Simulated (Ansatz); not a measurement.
## SiC: equation of state with PBEsol+D4

Crystal: SiC.

```
CELL_PARAMETERS angstrom
3.07569 0.00000 0.00000
-1.53785 2.66363 0.00000
0.00000 0.00000 10.07065
ATOMIC_POSITIONS crystal
Si 0.00000 0.00000 0.18789
Si 0.00000 0.00000 0.68789
Si 0.33333 0.66667 0.43784
Si 0.66667 0.33333 0.93784
C 0.00000 0.00000 0.00046
C 0.00000 0.00000 0.50046
C 0.33333 0.66667 0.24980
C 0.66667 0.33333 0.74980
```

The cell is a database's computed one.

```json
{"Program": "Ansatz 0.2.0", "Task": "equation of state", "Functional": "PBEsol", "Dispersion": "D4", "Potentials or basis": "Ansatz PAW", "Cutoff": "420 eV", "Density cutoff": "1680 eV", "k mesh": "10 × 10 × 3", "Occupations": "fermi-dirac, width 0.05 eV", "Spin": "no spin polarisation"}
```

```
Equilibrium volume                        : 10.22 Å³/atom
Bulk modulus at fixed shape and positions : 226 GPa
Pressure derivative of the bulk modulus   : 4.0
```

Energy against volume, from the lowest point:
| volume (Å³/atom) | energy (meV/atom) |
| --- | --- |
| 9.694 | 20.32 |
| 9.900 | 6.91 |
| 10.107 | 0.34 |
| 10.313 | 0.00 |
| 10.519 | 5.29 |
| 10.726 | 15.68 |
| 10.932 | 30.64 |

All runs of the series together: 23 s on 2 threads of Arm Neoverse V1, with other jobs on the host.

Caveat: the cell was scaled at fixed shape and fractional positions, which overstates the stiffness of a crystal with free parameters, most of all of layers and chains.
